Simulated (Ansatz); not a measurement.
# Si: a line through an energy map

How does the energy of Si (I4/mmm, No. 139; 4 atoms in the cell) vary with c/a of the conventional cell, at volume per atom = 22.87 Å³?

Computed with Ansatz 0.2.0 (DFT PBEsol, scalar-relativistic, plane waves, PAW, unless a step's input says otherwise).

16 further runs of the same task are left out: 16 set aside as unsound or not needed.

### 1 The system as given

Symmetry: I4/mmm, No. 139, tetragonal system. The conventional cell has a = 6.644 Å, b = 6.644 Å, c = 3.837 Å, α = 90.00°, β = 90.00°, γ = 90.00°. Around Si (site symmetry m2m) lie 4 Si at 2.34 to 2.38 Å.

Structure file:

```
CELL_PARAMETERS angstrom
-3.32219 3.32219 1.91868
3.32219 -3.32219 1.91868
3.32219 3.32219 -1.91868
ATOMIC_POSITIONS crystal
Si 0.17873 0.17873 0.35746
Si 0.82127 0.82127 0.64254
Si 0.17873 0.82127 0.00000
Si 0.82127 0.17873 0.00000
```

It goes back to an entry of the Materials Project, which need not be the stable form.

This cell was relaxed beforehand with the same method: volume 21.18 Å³/atom, gap on the mesh 0.24 eV.

### 2 Plan of the line

The energy is mapped over volume and the cell's shape.

- volume per atom: 7 values from 19.48 to 22.87 Å³
- c/a of the conventional cell: 7 values from 0.512 to 0.651

Nothing else is relaxed (fractional coordinates fixed). Energies count from the relaxed crystal. Points are written as (first, second).

### 3 The run at (22.87 Å³, 0.533)

input.yaml

```yaml
crystal:
  lattice:
    - [-3.5011185363, 3.5011185363, 1.865746068]
    - [3.5011185363, -3.5011185363, 1.865746068]
    - [3.5011185363, 3.5011185363, -1.865746068]
  atoms:
    - { symbol: Si, position: [0.1787304307, 0.1787304307, 0.3574608614] }
    - { symbol: Si, position: [0.8212695693, 0.8212695693, 0.6425391386] }
    - { symbol: Si, position: [0.1787304307, 0.8212695693, 0.0] }
    - { symbol: Si, position: [0.8212695693, 0.1787304307, 0.0] }
basis:
  ecutwfc: 420
kpoints:
  mp_grid: { grid: [12, 12, 12] }
hamiltonian:
  xc: pbesol
  pseudopotentials: { kind: paw, azcp: { folder: soft_1 } }
scf:
  occupations: { method: gaussian, width: 0.03 }
output:
  forces: true
  stress: true
  eigenvalues: true
```

Run with:

```console
> ansatz run input.yaml --threads 1 --pin off --max-ram 2048MiB --backend cpu --events-out ev --progress --plain --runs-dir out
```

Further runs follow: the other points of the line.

What does the calculation give? Wanted: for each run, c/a of the conventional cell; energy; slope; pressure; largest force on an atom.

As calculated:

| c/a of the conventional cell | step | energy (meV/atom) | slope (meV/atom per unit) | pressure (GPa) | band gap on the k-mesh (eV) | largest force on an atom (eV/Å) |
| --- | --- | --- | --- | --- | --- | --- |
| 0.512 | – | 132 | −3284 | −4.29 | 0.000 | 0.99 |
| 0.533 | 3 | 75 | −2084 | −4.98 | 0.000 | 0.70 |
| 0.555 | 4 | 42 | −969 | −5.43 | 0.117 | 0.41 |
| 0.578 | 5 | 32 | 49 | −5.64 | 0.161 | 0.10 |
| 0.601 | – | 44 | 957 | −5.60 | 0.000 | 0.23 |
| 0.626 | 6 | 78 | 1731 | −5.31 | 0.000 | 0.60 |
| 0.651 | 7 | 130 | 2376 | −4.79 | 0.000 | 1.02 |

Energies count from the relaxed crystal. Rows without a step come from runs not printed here or follow by symmetry. Slopes come from the forces (and the stress, where the cell changes), not from differences of energies.

The lowest point of the line is at 0.578, 32 meV/atom from the zero. Energies and slopes round the minimum, fitted together, put the minimum at 0.5764, with a curvature of about 42000 meV/atom per (unit)². The highest point computed, at 0.512, lies 100 meV/atom above the lowest. The gap on the mesh reads zero on part of the line; semilocal functionals close small gaps early. This is one cut through a surface in two coordinates; the map's lowest point lies off it. The gap on the mesh closes on part of the grid.
